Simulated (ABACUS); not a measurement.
Se:

```
Se
1.0
     4.36620    0.00000    0.00000
    -2.18310    3.78124    0.00000
     0.00000    0.00000    4.95360
Se
3
Direct
  0.77460 0.77460 0.00000
  0.00000 0.22540 0.66667
  0.22540 0.00000 0.33333
```

- Program: ABACUS 3.10.1
- Task: single point
- Functional: PBEsol
- Potentials or basis: PseudoDojo NC SR 0.4.1 PBEsol standard
- Cutoff: 1184 eV
- Density cutoff: 4735 eV
- Basis: plane waves
- k mesh: 7 × 7 × 6
- Occupations: fermi-dirac, width 0.05 eV
- Spin: no spin polarisation

On this cell: pressure 0.2 GPa; largest force 0.318 eV/Å; band gap on the k mesh 1.13 eV, indirect (least direct gap 1.43 eV).

The same run follows on a disturbed copy (atoms moved at random, drawn with an rms of 0.05 Å):

```
Se
1.0
     4.36620    0.00000    0.00000
    -2.18310    3.78124    0.00000
     0.00000    0.00000    4.95360
Se
3
Direct
  0.77894 0.77804 0.00263
  0.00918 0.23606 0.65783
  0.22781 0.00178 0.32738
```

**Question.** What does the disturbed cell give?

**Answer.** The energy moves by +4.0 meV/atom; pressure 0.0 GPa; largest force 0.572 eV/Å; band gap on the k mesh 0.85 eV, indirect (least direct gap 1.27 eV).

Forces on the atoms (eV/Å):
```
Se  -0.252 -0.131 -0.497
Se  -0.161  0.035  0.318
Se   0.413  0.096  0.178
```

Stress tensor (GPa, compression positive):
```
 0.06  0.25  0.50
 0.25 -1.15  1.31
 0.50  1.31  1.03
```

Caveats: an odd mesh through Γ misses points on the zone boundary, where band edges often lie.
